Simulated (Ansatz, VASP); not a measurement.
Fe: VASP beside Ansatz

```xyz
1
Lattice="-1.4163 1.4163 1.4163 1.4163 -1.4163 1.4163 1.4163 1.4163 -1.4163" Properties=species:S:1:pos:R:3 pbc="T T T"
Fe    0.0000    0.0000    0.0000
```

Alike in both runs: task single point; functional PBE; k mesh 15 × 15 × 15; occupations fermi-dirac, width 0.05 eV; collinear spin.

```csv
,VASP,Ansatz
version,VASP 6.6.1,Ansatz 0.2.0
potentials or method,"VASP PAW PBE potentials, release 64 (Fe)","plane waves (420 eV) with PAW, scalar-relativistic"
plane-wave cutoff (eV),520,420
valence electrons in the cell,8,16
```

```csv
,VASP,Ansatz,Ansatz less VASP
pressure (GPa),0.0,0.0,0.00
net moment per atom (μB),2.19,2.18,-0.016
size of the moment on the site where the two differ most (μB),2.19,2.23,+0.035
```

Site moments also hang on the region over which each program counts them. The two sets of potentials don't hold the same shells in valence.
